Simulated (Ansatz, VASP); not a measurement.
## Two plane-wave programs on YN

File INCAR:

```
SYSTEM = YN
PREC     = Accurate       ! precision mode
ENCUT    = 520            ! plane-wave cutoff, eV
EDIFF    = 1E-7           ! SCF threshold, eV
ISMEAR   = -1             ! smearing method
SIGMA    = 0.05           ! smearing width, eV
LREAL    = .FALSE.        ! projectors in reciprocal space
LASPH    = .TRUE.         ! aspherical terms in the spheres
NELM     = 60             ! most SCF steps
ALGO     = Normal         ! electronic algorithm
ISIF     = 2              ! what is computed and relaxed
LWAVE    = .FALSE.        ! write WAVECAR
LCHARG   = .FALSE.        ! write CHGCAR
GGA      = PE             ! functional
NBANDS   = 15             ! bands
```

The input KPOINTS:

```
Automatic mesh
0
G
  9 9 9
  0 0 0
```

POSCAR

```
YN
1.0
    0.0000000000      2.3887207261      2.3887207261
    2.3887207261      0.0000000000      2.3887207261
    2.3887207261      2.3887207261      0.0000000000
Y N
1 1
Direct
    0.0000000000      0.0000000000      0.0000000000
    0.5000000000      0.5000000000      0.5000000000
```

The input input.yaml:

```yaml
crystal:
  lattice:
    - [0.0, 2.3887207261, 2.3887207261]
    - [2.3887207261, 0.0, 2.3887207261]
    - [2.3887207261, 2.3887207261, 0.0]
  atoms:
    - { symbol: "Y", position: [0.0, 0.0, 0.0] }
    - { symbol: "N", position: [0.5, 0.5, 0.5] }
hamiltonian:
  xc: pbe
  pseudopotentials: { kind: paw }
kpoints:
  mp_grid: { grid: [9, 9, 9] }
scf:
  occupations: { method: fermi_dirac, width: 0.05 }
output:
  forces: true
  stress: true
  eigenvalues: true
```

Change from the starting cell: volume scaled by 0.94.

Alike in both runs: task single point; functional PBE; k mesh 9 × 9 × 9; occupations fermi-dirac, width 0.05 eV; no spin polarisation.

|  | VASP | Ansatz |
| --- | --- | --- |
| version | VASP 6.6.1 | Ansatz 0.2.0 |
| potentials or method | VASP PAW PBE potentials, release 64 (Y_sv, N) | Ansatz PAW |
| plane-wave cutoff (eV) | 520 | 420 |
| valence electrons in the cell | 16 | 16 |

Ansatz gave:

* gap on the k mesh at the Fermi level (eV): 0.13
* least direct gap on the mesh (eV): 0.47
* pressure (GPa): 15.0

Estimate VASP's values.

gap on the k mesh at the Fermi level (eV): 0.12; least direct gap on the mesh (eV): 0.47; pressure (GPa): 14.8.

With one functional, cell and mesh, what is left measures potentials, basis and numerics.

Caveats: an odd mesh through Γ misses points on the zone boundary, where band edges often lie (VASP); odd divisions of the mesh miss points on the zone boundary, where band edges often lie, so the gap on the mesh can be too wide (Ansatz); the pressure holds a Pulay correction of +0.3 GPa for the finite cutoff (Ansatz).
